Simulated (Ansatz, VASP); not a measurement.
AlFe: VASP beside Ansatz

```xyz
2
Lattice="2.7544 0.0000 0.0000 0.0000 2.7544 0.0000 0.0000 0.0000 2.7544" Properties=species:S:1:pos:R:3 pbc="T T T"
Al    0.0000    0.0000    0.0000
Fe    1.3772    1.3772    1.3772
```

Alike in both runs: task single point; functional PBE; k mesh 14 × 14 × 14; occupations gaussian, width 0.1 eV; collinear spin.

|  | VASP | Ansatz |
| --- | --- | --- |
| version | VASP 6.6.1 | Ansatz 0.2.0 |
| potentials or method | VASP PAW PBE potentials, release 64 (Al, Fe) | scalar-relativistic, plane waves, PAW |
| plane-wave cutoff (eV) | 520 | 420 |
| valence electrons in the cell | 11 | 19 |

|  | VASP | Ansatz | Ansatz less VASP |
| --- | --- | --- | --- |
| gap on the k mesh at the Fermi level (eV) | none | none | - |
| net moment per atom (μB) | 0.31 | 0.31 | +0.002 |
| size of the moment on the site where the two differ most (μB) | 0.64 | 0.62 | -0.011 |

Site moments also hang on the region over which each program counts them. A gap of «none» marks a metal or a gap that the smearing closes. The two sets of potentials don't hold the same shells in valence.
